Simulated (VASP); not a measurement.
# Settings for Hf: self-consistent run

Hf, I4/mmm (no. 139), 1 atom in the cell. LDA; PAW potentials Hf_pv (LDA set). VASP 6.6.1.

Wanted: stress within 0.2 GPa.

What the run is for: stress; Accuracy asked: standard.

POSCAR:
```
Hf
1.0
    0.0000000000      2.2200000000      2.1978000000
    2.2200000000      0.0000000000      2.1978000000
    2.2200000000      2.2200000000      0.0000000000
Hf
1
Direct
    0.0000000000      0.0000000000      0.0000000000
```

The series start from Plane-wave cutoff (eV): 290; Smearing width (eV): 0.03; k-point mesh: 14 × 14 × 14; Precision mode (PREC): Accurate; Electronic threshold (eV): 1e-6; Bands in all (NBANDS): 14; Electronic algorithm: ALGO=Normal; Delay and inner steps: defaults; Support grid and gradient cutoff: ADDGRID=False GGA_COMPAT=False. Each series keeps the choices made before it, and each single choice may use up half of a tolerance.

## Plane-wave cutoff (eV)

| Plane-wave cutoff (eV) | Stress, largest deviation (GPa) | SCF iterations | Time (s) |
|---|---|---|---|
| 180 | 8.32 | 12 | 4.8 |
| 220 | 1.03 | 12 | 6.1 |
| 250 | 0.59 | 12 | 6.2 |
| 290 | 0.37 | 12 | 13 |
| 330 | 0.16 | 12 | 16 |
| 380 | 0.07 | 12 | 16 |
| 460 | 0.04 | 12 | 18 |
| 580 (reference) | 0.00 | 12 | 38 |

Chosen: 380, the loosest value from which every tighter one stays within half of the tolerance.

## Smearing width (eV)

| Smearing width (eV) | Stress, largest deviation (GPa) | SCF iterations | Time (s) |
|---|---|---|---|
| 0.15 | 0.55 | 12 | 16 |
| 0.1 | 0.27 | 12 | 16 |
| 0.07 | 0.13 | 12 | 15 |
| 0.05 | 0.08 | 12 | 15 |
| 0.03 | 0.03 | 12 | 16 |
| 0.02 (reference) | 0.00 | 12 | 15 |

Chosen: 0.05.

## k-point mesh

| k-point mesh | Stress, largest deviation (GPa) | SCF iterations | Time (s) |
|---|---|---|---|
| 5 × 5 × 5 | 0.18 | 12 | 1.9 |
| 6 × 6 × 6 | 0.04 | 12 | 2.6 |
| 8 × 8 × 8 | 0.39 | 11 | 4.1 |
| 9 × 9 × 9 | 0.81 | 12 | 5.2 |
| 12 × 12 × 12 | 0.23 | 12 | 11 |
| 14 × 14 × 14 | 0.06 | 12 | 15 |
| 17 × 17 × 17 | 0.07 | 12 | 25 |
| 20 × 20 × 20 (reference) | 0.00 | 12 | 39 |

Chosen: 14 × 14 × 14.

## Precision mode (PREC)

| Precision mode (PREC) | Stress, largest deviation (GPa) | SCF iterations | Time (s) |
|---|---|---|---|
| Low | 0.02 | 12 | 7.0 |
| SingleN | 0.02 | 12 | 7.1 |
| Normal | 0.00 | 12 | 7.1 |
| Accurate (reference) | 0.00 | 12 | 15 |

Chosen: Low.

## Electronic threshold (eV)

| Electronic threshold (eV) | Stress, largest deviation (GPa) | SCF iterations | Time (s) |
|---|---|---|---|
| 0.001 | 0.22 | 9 | 5.4 |
| 0.0001 | 0.24 | 9 | 5.5 |
| 1e-5 | 0.14 | 10 | 6.1 |
| 1e-6 | 0.00 | 12 | 7.0 |
| 1e-7 | 0.00 | 12 | 7.1 |
| 1e-8 (reference) | 0.00 | 13 | 7.4 |

Chosen: 1e-6.

## Bands in all (NBANDS)

| Bands in all (NBANDS) | Stress, largest deviation (GPa) | SCF iterations | Time (s) |
|---|---|---|---|
| 6 | 0.00 | 11 | 3.2 |
| 7 | 0.01 | 11 | 3.6 |
| 9 | 0.00 | 11 | 4.7 |
| 11 | 0.00 | 11 | 5.5 |
| 14 | 0.00 | 12 | 7.0 |
| 23 (reference) | 0.00 | 12 | 12 |

Chosen: 6.

## Electronic algorithm

| Electronic algorithm | Stress, largest deviation (GPa) | SCF iterations | Time (s) |
|---|---|---|---|
| ALGO=Normal | 0.00 | 11 | 3.2 |
| ALGO=Fast | 0.00 | 15 | 4.3 |
| ALGO=VeryFast | 1.06 | 32 | 7.4 |
| ALGO=All ISEARCH=1 | 0.00 | 17 | 4.9 |
| ALGO=All ISEARCH=0 | 0.00 | 17 | 4.9 |
| ALGO=Damped TIME=0.4 | 0.01 | 74 | 13 |
| ALGO=Damped TIME=0.1 | 0.09 | 80 | 12 |
| ALGO=Old Fast | 0.05 | 12 | 3.1 |

Chosen: ALGO=Normal; no other choice that stays within half of the tolerance saves 30 % of the time.

## Delay and inner steps

| Delay and inner steps | Stress, largest deviation (GPa) | SCF iterations | Time (s) |
|---|---|---|---|
| defaults | 0.00 | 11 | 3.2 |
| NELMDL=-2 | 0.00 | 9 | 2.5 |
| NELMDL=-8 | 0.00 | 14 | 3.2 |
| NELMDL=-12 | 0.00 | 18 | 3.6 |
| NRMM=2 | 0.01 | 14 | 2.8 |
| NRMM=6 | 0.00 | 11 | 2.7 |
| WEIMIN=0.001 | 0.00 | 11 | 2.6 |

Chosen: defaults.

## Support grid and gradient cutoff

| Support grid and gradient cutoff | Stress, largest deviation (GPa) | SCF iterations | Time (s) |
|---|---|---|---|
| ADDGRID=False GGA_COMPAT=False | 0.00 | 11 | 3.2 |
| ADDGRID=True GGA_COMPAT=False | 0.02 | 11 | 2.7 |
| ADDGRID=False GGA_COMPAT=True | 0.00 | 11 | 2.6 |

Chosen: ADDGRID=False GGA_COMPAT=False.

## All choices together

| Input | Stress, largest deviation (GPa) | Time (s) |
|---|---|---|
| the program's defaults (naive) | 1.28 | 0.8 |
| chosen settings | 0.16 | 3.2 |
| reference settings throughout | 0.00 | 152 |

The tolerance is met.

Values of the reference run: Stress: -4.895, 0, 0, 0, -4.895, 0, 0, 0, -4.521 GPa.

## The input

INCAR:
```
SYSTEM = Hf
GGA = CA ; ISMEAR = -1
SIGMA = 0.05 ; LWAVE = .FALSE.
LCHARG = .FALSE. ; ISIF = 2
PREC = Low ; LASPH = .TRUE.
LREAL = .FALSE. ; ALGO = Normal
EDIFF = 1E-6 ; NELM = 120
GGA_COMPAT = .FALSE. ; ENCUT = 380
NBANDS = 6 ; ADDGRID = .FALSE.
```

KPOINTS:
```
Automatic mesh
0
Gamma
  14 14 14
  0 0 0
```

Commands:
```
cat potpaw_LDA.64/Hf_pv/POTCAR > POTCAR
mpirun -np 1 vasp_std > vasp.out
```

The chosen input took VASP 6.6.1 3.2 s on 1 core (Intel Xeon 6975P-C (Granite Rapids)), a shared host.

## An input that fails: smearing far too wide

It runs to its end, but against the unchanged starting input it is off by 2.24 GPa in the stress.

Changes against the starting input:
```
- ISMEAR = -1
- SIGMA = 0.03
- NELM = 120
+ ISMEAR = 1
+ SIGMA = 2.0
+ NELM = 85
```
